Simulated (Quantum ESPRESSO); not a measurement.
# SiO2 (P6_322) in Quantum ESPRESSO: reference runs

Reference runs on SiO2: the cell as given and a disturbed copy.

All numbers are computed with Quantum ESPRESSO 7.5; they aren't measurements. Logs are shortened: lines on timing, memory, paths and dates and some standing lists are left out, and cuts for length are marked.

## 1. The structure

Symmetry: P6_322, No. 182, hexagonal system. The conventional cell has a = 5.069 Å, b = 5.069 Å, c = 8.558 Å, α = 90.00°, β = 90.00°, γ = 120.00°. Si (site symmetry 3) is surrounded by 4 O at 1.60 to 1.61 Å. O (site symmetry 2) is surrounded by 2 Si at 1.61 Å. O (site symmetry 32) has 2 Si at 1.60 Å as nearest neighbours.

The cell comes from a database or a generator and needn't be the stable form of this composition.

## 2. Single point, PBE

File pw.in:

```
&CONTROL
  calculation = 'scf'
  prefix = 'pwscf'
  outdir = './tmp'
  pseudo_dir = './pseudo'
  tprnfor = .true.
  tstress = .true.
  disk_io = 'nowf'
/
&SYSTEM
  ibrav = 0
  nat = 12
  ntyp = 2
  ecutwfc = 55
  ecutrho = 440
  nbnd = 43
  occupations = 'smearing'
  smearing = 'fd'
  degauss = 0.00367493
/
&ELECTRONS
  conv_thr = 2.4d-09
  electron_maxstep = 120
  mixing_beta = 0.5
/
ATOMIC_SPECIES
Si    28.0850 Si.pbe-n-rrkjus_psl.1.0.0.UPF
O     15.9990 O.pbe-n-kjpaw_psl.0.1.UPF
CELL_PARAMETERS angstrom
   5.0690738885    0.0000000000    0.0000000000
  -2.5345369442    4.3899467611    0.0000000000
   0.0000000000    0.0000000000    8.5584885400
ATOMIC_POSITIONS crystal
Si     0.3333333333    0.6666666667    0.4371258000
Si     0.3333333333    0.6666666667    0.0628742000
Si     0.6666666667    0.3333333333    0.5628742000
Si     0.6666666667    0.3333333333    0.9371258000
O      0.4212587450    0.0000000000    0.0000000000
O      0.3333333333    0.6666666667    0.2500000000
O      0.6666666667    0.3333333333    0.7500000000
O      0.0000000000    0.5787412550    0.5000000000
O      0.5787412550    0.5787412550    0.0000000000
O      0.5787412550    0.0000000000    0.5000000000
O      0.4212587450    0.4212587450    0.5000000000
O      0.0000000000    0.4212587450    0.0000000000
K_POINTS automatic
6 6 3 0 0 0
```

Potentials or basis: SSSP 1.3 efficiency PBE.

Run with:

```sh
OMP_NUM_THREADS=1 pw.x -in pw.in > pw.out
```

pw.out:

```text
This program is part of the open-source Quantum ESPRESSO suite
     for quantum simulation of materials; please cite
         "P. Giannozzi et al., J. Phys.:Condens. Matter 21 395502 (2009);
         "P. Giannozzi et al., J. Phys.:Condens. Matter 29 465901 (2017);
         "P. Giannozzi et al., J. Chem. Phys. 152 154105 (2020);
     in publications or presentations arising from this work. More details at

     file O.pbe-n-kjpaw_psl.0.1.UPF: wavefunction(s)  2P renormalized
     Message from routine setup:
     using ibrav=0 with symmetry is DISCOURAGED, use correct ibrav instead

     G-vector sticks info
     --------------------
     sticks:   dense  smooth     PW     G-vecs:    dense   smooth      PW
     Sum        2773    1393    385               200111    70865   10589

     Using Slab Decomposition

     bravais-lattice index     =            0
     lattice parameter (alat)  =       9.5792  a.u.
     unit-cell volume          =    1285.2321 (a.u.)^3
     number of atoms/cell      =           12
     number of atomic types    =            2
     number of electrons       =        64.00
     number of Kohn-Sham states=           43
     kinetic-energy cutoff     =      55.0000  Ry
     charge density cutoff     =     440.0000  Ry
     scf convergence threshold =      2.4E-09
     mixing beta               =       0.5000
     number of iterations used =            8  plain     mixing
     Exchange-correlation= SLA  PW   PBX  PBC
                           (   1   4   3   4   0   0   0)

     celldm(1)=   9.579161  celldm(2)=   0.000000  celldm(3)=   0.000000
     celldm(4)=   0.000000  celldm(5)=   0.000000  celldm(6)=   0.000000

     crystal axes: (cart. coord. in units of alat)
               a(1) = (   1.000000   0.000000   0.000000 )
               a(2) = (  -0.500000   0.866025   0.000000 )
               a(3) = (   0.000000   0.000000   1.688373 )

     reciprocal axes: (cart. coord. in units 2 pi/alat)
               b(1) = (  1.000000  0.577350 -0.000000 )
               b(2) = (  0.000000  1.154701  0.000000 )
               b(3) = (  0.000000 -0.000000  0.592286 )

     PseudoPot. # 1 for Si read from file:
     Si.pbe-n-rrkjus_psl.1.0.0.UPF
     Pseudo is Ultrasoft + core correction, Zval =  4.0
     Generated using "atomic" code by A. Dal Corso  v.5.1
     Using radial grid of 1141 points,  6 beta functions with:
                l(1) =   0
                l(2) =   0
                l(3) =   1
                l(4) =   1
                l(5) =   2
                l(6) =   2
     Q(r) pseudized with 0 coefficients

     PseudoPot. # 2 for O  read from file:
     O.pbe-n-kjpaw_psl.0.1.UPF
     Pseudo is Projector augmented-wave + core cor, Zval =  6.0
     Generated using "atomic" code by A. Dal Corso  v.5.0.99 svn rev. 10869
     Shape of augmentation charge: BESSEL
     Using radial grid of 1095 points,  4 beta functions with:
                l(1) =   0
                l(2) =   0
                l(3) =   1
                l(4) =   1
     Q(r) pseudized with 0 coefficients

     atomic species   valence    mass     pseudopotential
     Si                4.00    28.08500     Si( 1.00)
     O                 6.00    15.99900     O ( 1.00)

     12 Sym. Ops. (no inversion) found ( 6 have fractional translation)

   Cartesian axes

     site n.     atom                  positions (alat units)
         1        Si     tau(   1) = (  -0.0000000   0.5773503   0.7380315  )
         2        Si     tau(   2) = (  -0.0000000   0.5773503   0.1061551  )
         3        Si     tau(   3) = (   0.5000000   0.2886751   0.9503417  )
         4        Si     tau(   4) = (   0.5000000   0.2886751   1.5822181  )
         5        O      tau(   5) = (   0.4212587   0.0000000   0.0000000  )
         6        O      tau(   6) = (  -0.0000000   0.5773503   0.4220933  )
         7        O      tau(   7) = (   0.5000000   0.2886751   1.2662799  )
         8        O      tau(   8) = (  -0.2893706   0.5012046   0.8441866  )
         9        O      tau(   9) = (   0.2893706   0.5012046   0.0000000  )
        10        O      tau(  10) = (   0.5787413   0.0000000   0.8441866  )
        11        O      tau(  11) = (   0.2106294   0.3648208   0.8441866  )
        12        O      tau(  12) = (  -0.2106294   0.3648208   0.0000000  )

     number of k points=    14  Fermi-Dirac smearing, width (Ry)=  0.0037
                       cart. coord. in units 2pi/alat
        k(    1) = (   0.0000000   0.0000000   0.0000000), wk =   0.0185185
        k(    2) = (   0.0000000   0.0000000   0.1974287), wk =   0.0370370
        k(    3) = (   0.0000000   0.1924501   0.0000000), wk =   0.1111111
        k(    4) = (   0.0000000   0.1924501   0.1974287), wk =   0.2222222
        k(    5) = (   0.0000000   0.3849002   0.0000000), wk =   0.1111111
        k(    6) = (   0.0000000   0.3849002   0.1974287), wk =   0.2222222
        k(    7) = (   0.0000000  -0.5773503   0.0000000), wk =   0.0555556
        k(    8) = (   0.0000000  -0.5773503   0.1974287), wk =   0.1111111
        k(    9) = (   0.1666667   0.2886751   0.0000000), wk =   0.1111111
        k(   10) = (   0.1666667   0.2886751   0.1974287), wk =   0.2222222
        k(   11) = (   0.1666667   0.4811252   0.0000000), wk =   0.2222222
        k(   12) = (   0.1666667   0.4811252   0.1974287), wk =   0.4444444
        k(   13) = (   0.3333333   0.5773503   0.0000000), wk =   0.0370370
        k(   14) = (   0.3333333   0.5773503   0.1974287), wk =   0.0740741

     Dense  grid:   200111 G-vectors     FFT dimensions: (  64,  64, 108)

     Smooth grid:    70865 G-vectors     FFT dimensions: (  45,  45,  80)

     Initial potential from superposition of free atoms

     starting charge      63.9978, renormalised to      64.0000
     Starting wfcs are   48 randomized atomic wfcs

     Self-consistent Calculation

     iteration #  1     ecut=    55.00 Ry     beta= 0.50
     Davidson diagonalization with overlap
     ethr =  1.00E-02,  avg # of iterations =  4.5

     total energy              =    -379.28819930 Ry
     estimated scf accuracy    <       3.20220187 Ry

     iteration #  2     ecut=    55.00 Ry     beta= 0.50
     Davidson diagonalization with overlap
     ethr =  5.00E-03,  avg # of iterations =  2.0
[... 11 lines left out ...]
     iteration #  4     ecut=    55.00 Ry     beta= 0.50
     Davidson diagonalization with overlap
     ethr =  6.10E-05,  avg # of iterations =  5.6

     total energy              =    -380.30558628 Ry
     estimated scf accuracy    <       0.02081729 Ry

     iteration #  5     ecut=    55.00 Ry     beta= 0.50
     Davidson diagonalization with overlap
     c_bands:  1 eigenvalues not converged
     ethr =  3.25E-05,  avg # of iterations =  3.6

     total energy              =    -380.30650042 Ry
     estimated scf accuracy    <       0.00271035 Ry

     iteration #  6     ecut=    55.00 Ry     beta= 0.50
     Davidson diagonalization with overlap
     ethr =  4.23E-06,  avg # of iterations =  8.1

     total energy              =    -380.30617471 Ry
     estimated scf accuracy    <       0.00091862 Ry
[... 33 lines left out ...]
     total energy              =    -380.30646708 Ry
     estimated scf accuracy    <          6.9E-09 Ry

     iteration # 12     ecut=    55.00 Ry     beta= 0.50
     Davidson diagonalization with overlap
     ethr =  1.07E-11,  avg # of iterations =  2.0

     End of self-consistent calculation

          k = 0.0000 0.0000 0.0000 (  8895 PWs)   bands (ev):

   -18.8286 -18.4239 -17.4344 -16.7833 -16.7673 -16.7673 -16.7558 -16.7558
    -9.1480  -7.9123  -5.9488  -5.2102  -5.1754  -5.1754  -4.9805  -4.9805
    -2.4373  -1.9725  -1.9725  -1.6438  -1.6438  -1.3780  -1.3054  -1.3054
    -1.2855  -1.2855  -0.2135  -0.2135  -0.0739  -0.0247   0.5850   0.5850
     6.2076   8.4706   8.9068   9.4853   9.9866   9.9866  10.4229  10.8046
    10.8046  10.9190  12.5574

          k = 0.0000 0.0000 0.1974 (  8876 PWs)   bands (ev):
[... 37 lines left out ...]
   -18.4922 -18.3010 -17.5548 -17.2981 -16.7968 -16.7900 -16.7820 -16.7754
    -8.2784  -7.7590  -6.2299  -5.7541  -4.9422  -4.8851  -4.7832  -4.7433
    -2.3434  -2.1864  -2.0808  -1.9473  -1.8258  -1.6415  -1.5349  -1.4166
    -1.2527  -1.0466  -0.4986  -0.3441  -0.1202   0.0330   0.1435   0.4469
     7.7453   8.4937   9.7106   9.7794   9.9878  10.1977  10.4267  10.5735
    10.9488  11.4130  11.7863

          k = 0.0000-0.5774 0.0000 (  8856 PWs)   bands (ev):

   -18.3999 -17.9437 -17.9434 -17.4206 -16.8086 -16.7913 -16.7912 -16.7774
    -8.1197  -7.0461  -6.9447  -5.7867  -4.9772  -4.8815  -4.6339  -4.5765
    -2.5017  -2.2269  -2.2257  -2.1524  -1.8126  -1.7044  -1.3804  -1.2478
    -1.0920  -0.8032  -0.7168  -0.5813  -0.3130  -0.1338  -0.0052   0.6011
     8.4693   8.8739   9.4458   9.8999   9.9196  10.0322  10.4185  10.5877
    11.2076  11.3908  11.4543

          k = 0.0000-0.5774 0.1974 (  8848 PWs)   bands (ev):

   -18.3410 -18.1768 -17.6955 -17.4984 -16.8025 -16.7939 -16.7873 -16.7807
    -7.9754  -7.5709  -6.4044  -5.9599  -4.8804  -4.8254  -4.6863  -4.6667
    -2.4227  -2.3072  -2.1503  -2.0767  -1.7911  -1.6491  -1.5999  -1.3902
    -1.1897  -1.0137  -0.5229  -0.4312  -0.2128  -0.0836   0.1251   0.4325
     8.6504   8.9561   9.2591   9.2908   9.8859  10.2488  10.6488  10.8654
    11.2196  11.3280  11.5378

          k = 0.1667 0.2887 0.0000 (  8847 PWs)   bands (ev):

   -18.6207 -18.1934 -17.6888 -17.1017 -16.7942 -16.7919 -16.7827 -16.7715
    -8.6100  -7.3925  -6.5605  -5.4904  -5.0974  -4.9421  -4.7556  -4.7321
    -2.4464  -2.1794  -2.0527  -1.9223  -1.8363  -1.4835  -1.3422  -1.3292
    -1.2160  -0.8819  -0.8558  -0.2971  -0.1961  -0.0487   0.2740   0.5419
     7.1923   9.2225   9.3410   9.6988   9.9532  10.2005  10.4031  10.4742
    11.0144  11.0436  11.6032
[... 39 lines left out ...]
   -18.1736 -18.1730 -17.6934 -17.6921 -16.8029 -16.7962 -16.7950 -16.7942
    -7.6129  -7.5951  -6.3667  -6.3268  -4.8219  -4.8025  -4.7116  -4.5611
    -2.5182  -2.3881  -2.2782  -2.2539  -1.6150  -1.5913  -1.5612  -1.3026
    -0.8898  -0.8128  -0.6464  -0.6304  -0.1854  -0.1540  -0.0560   0.2805
     9.1788   9.2951   9.4187   9.4947   9.6146   9.7711  10.6995  10.7010
    11.0193  11.2431  11.5661

     the Fermi energy is     4.9609 ev

!    total energy              =    -380.30646708 Ry
     estimated scf accuracy    <          1.3E-09 Ry
     smearing contrib. (-TS)   =      -0.00000000 Ry
     internal energy E=F+TS    =    -380.30646708 Ry

     The total energy is F=E-TS. E is the sum of the following terms:
     one-electron contribution =    -213.01794737 Ry
     hartree contribution      =     136.82132067 Ry
     xc contribution           =     -85.97035012 Ry
     ewald contribution        =    -142.18631822 Ry
     one-center paw contrib.   =     -75.95317204 Ry

     convergence has been achieved in  12 iterations

     Forces acting on atoms (cartesian axes, Ry/au):

     atom    1 type  1   force =     0.00000000   -0.00000000    0.00094900
     atom    2 type  1   force =     0.00000000    0.00000000   -0.00094900
     atom    3 type  1   force =     0.00000000    0.00000000   -0.00094900
     atom    4 type  1   force =     0.00000000    0.00000000    0.00094900
     atom    5 type  2   force =    -0.01074782    0.00000000    0.00000000
     atom    6 type  2   force =    -0.00000000   -0.00000000   -0.00000000
     atom    7 type  2   force =    -0.00000000   -0.00000000    0.00000000
     atom    8 type  2   force =    -0.00537391    0.00930789   -0.00000000
     atom    9 type  2   force =     0.00537391    0.00930789    0.00000000
     atom   10 type  2   force =     0.01074782   -0.00000000    0.00000000
     atom   11 type  2   force =    -0.00537391   -0.00930789   -0.00000000
     atom   12 type  2   force =     0.00537391   -0.00930789    0.00000000

     Total force =     0.026395     Total SCF correction =     0.000032

     Computing stress (Cartesian axis) and pressure

          total   stress  (Ry/bohr**3)                   (kbar)     P=       44.44
   0.00030173  -0.00000000   0.00000000           44.39       -0.00        0.00
  -0.00000000   0.00030173  -0.00000000           -0.00       44.39       -0.00
  -0.00000000   0.00000000   0.00030275           -0.00        0.00       44.54

=------------------------------------------------------------------------------=
   JOB DONE.
=------------------------------------------------------------------------------=
```

Run time: 2.6 min. Hardware: 1 thread of Arm Neoverse V2, shared host; peak memory 0.8 GiB.

What came out:

```yaml
Free_energy: -5174.3331 eV
Pressure: 4.4 GPa
Largest_force: 0.276 eV/Å
Band_gap_on_the_k_mesh: 5.61 eV, indirect (least direct gap 5.62 eV)
```

Forces in eV/Å, atoms in the order of the input:
```
Si   0.000  0.000  0.024
Si   0.000  0.000 -0.024
Si   0.000  0.000 -0.024
Si   0.000  0.000  0.024
O   -0.276  0.000  0.000
O    0.000  0.000  0.000
O    0.000  0.000  0.000
O   -0.138  0.239  0.000
O    0.138  0.239  0.000
O    0.276  0.000  0.000
O   -0.138 -0.239  0.000
O    0.138 -0.239  0.000
```

Caveat: an odd mesh through Γ misses points on the zone boundary, where band edges often lie. A hybrid or GW would open this gap; PBE tends to underestimate it.

## 3. Single point, PBE (atoms moved at random, drawn with an rms of 0.05 Å)

File pw.in:

```
&CONTROL
  calculation = 'scf'
  prefix = 'pwscf'
  outdir = './tmp'
  pseudo_dir = './pseudo'
  tprnfor = .true.
  tstress = .true.
  disk_io = 'nowf'
/
&SYSTEM
  ibrav = 0
  nat = 12
  ntyp = 2
  ecutwfc = 55
  ecutrho = 440
  nbnd = 43
  occupations = 'smearing'
  smearing = 'fd'
  degauss = 0.00367493
/
&ELECTRONS
  conv_thr = 2.4d-09
  electron_maxstep = 120
  mixing_beta = 0.5
/
ATOMIC_SPECIES
Si    28.0850 Si.pbe-n-rrkjus_psl.1.0.0.UPF
O     15.9990 O.pbe-n-kjpaw_psl.0.1.UPF
CELL_PARAMETERS angstrom
   5.0690738885    0.0000000000    0.0000000000
  -2.5345369442    4.3899467611    0.0000000000
   0.0000000000    0.0000000000    8.5584885400
ATOMIC_POSITIONS crystal
Si     0.3384770000    0.6693530000    0.4355200000
Si     0.3418460000    0.6781570000    0.0629310000
Si     0.6613600000    0.3259300000    0.5594670000
Si     0.6560440000    0.3272250000    0.9329950000
O      0.4069880000   -0.0045350000   -0.0012640000
O      0.3429360000    0.6780320000    0.2527890000
O      0.6644950000    0.3268990000    0.7542050000
O      0.0074530000    0.5857440000    0.5042090000
O      0.5765040000    0.5846350000    0.0005230000
O      0.5745990000   -0.0058290000    0.4972380000
O      0.4224230000    0.4291830000    0.4946060000
O     -0.0031820000    0.4168530000    0.0032800000
K_POINTS automatic
6 6 3 0 0 0
```

Potentials or basis: SSSP 1.3 efficiency PBE.

Run with:

```sh
OMP_NUM_THREADS=1 pw.x -in pw.in > pw.out
```

pw.out:

```text
This program is part of the open-source Quantum ESPRESSO suite
     for quantum simulation of materials; please cite
         "P. Giannozzi et al., J. Phys.:Condens. Matter 21 395502 (2009);
         "P. Giannozzi et al., J. Phys.:Condens. Matter 29 465901 (2017);
         "P. Giannozzi et al., J. Chem. Phys. 152 154105 (2020);
     in publications or presentations arising from this work. More details at

     file O.pbe-n-kjpaw_psl.0.1.UPF: wavefunction(s)  2P renormalized

     G-vector sticks info
     --------------------
     sticks:   dense  smooth     PW     G-vecs:    dense   smooth      PW
     Sum        2773    1393    385               200111    70865   10589

     Using Slab Decomposition

     bravais-lattice index     =            0
     lattice parameter (alat)  =       9.5792  a.u.
     unit-cell volume          =    1285.2321 (a.u.)^3
     number of atoms/cell      =           12
     number of atomic types    =            2
[... 738 lines left out ...]
     xc contribution           =     -85.95499417 Ry
     ewald contribution        =    -142.51245041 Ry
     one-center paw contrib.   =     -75.95624484 Ry

     convergence has been achieved in  12 iterations

     Forces acting on atoms (cartesian axes, Ry/au):

     atom    1 type  1   force =    -0.07285280   -0.02155552   -0.00107835
     atom    2 type  1   force =    -0.06548869   -0.09068069    0.03048298
     atom    3 type  1   force =     0.01078406    0.05779448    0.03274390
     atom    4 type  1   force =     0.03692121    0.05031079    0.15122505
     atom    5 type  2   force =    -0.02082992    0.05904663   -0.01799983
     atom    6 type  2   force =    -0.00389261    0.00200139   -0.07811430
     atom    7 type  2   force =    -0.00801398   -0.00324150   -0.18057927
     atom    8 type  2   force =    -0.04150208   -0.03307877    0.01171310
     atom    9 type  2   force =     0.06667966   -0.02702532   -0.03023131
     atom   10 type  2   force =     0.02573250    0.08468099    0.03585275
     atom   11 type  2   force =     0.08954187   -0.08183843    0.04791013
     atom   12 type  2   force =    -0.01707922    0.00358595   -0.00192484

     Total force =     0.359217     Total SCF correction =     0.000030

     Computing stress (Cartesian axis) and pressure

          total   stress  (Ry/bohr**3)                   (kbar)     P=       47.90
   0.00009795  -0.00017632  -0.00001859           14.41      -25.94       -2.74
  -0.00017632   0.00043673  -0.00004652          -25.94       64.25       -6.84
  -0.00001859  -0.00004652   0.00044221           -2.74       -6.84       65.05

=------------------------------------------------------------------------------=
   JOB DONE.
=------------------------------------------------------------------------------=
```

It took 8.7 min on 1 thread of Arm Neoverse V2, shared host; peak memory 1 GiB.

Results:

- Free energy: -5173.8348 eV
- Pressure: 4.8 GPa
- Largest force: 4.648 eV/Å
- Band gap on the k mesh: 5.39 eV, indirect (least direct gap 5.41 eV)

Forces on the atoms (eV/Å):
```
Si  -1.873 -0.554 -0.028
Si  -1.684 -2.331  0.784
Si   0.277  1.486  0.842
Si   0.949  1.294  3.888
O   -0.536  1.518 -0.463
O   -0.100  0.051 -2.008
O   -0.206 -0.083 -4.643
O   -1.067 -0.850  0.301
O    1.714 -0.695 -0.777
O    0.662  2.177  0.922
O    2.302 -2.104  1.232
O   -0.439  0.092 -0.049
```

Stress tensor (GPa, compression positive):
```
 1.44 -2.59 -0.27
-2.59  6.42 -0.68
-0.27 -0.68  6.51
```

Caveat: an odd mesh through Γ misses points on the zone boundary, where band edges often lie.
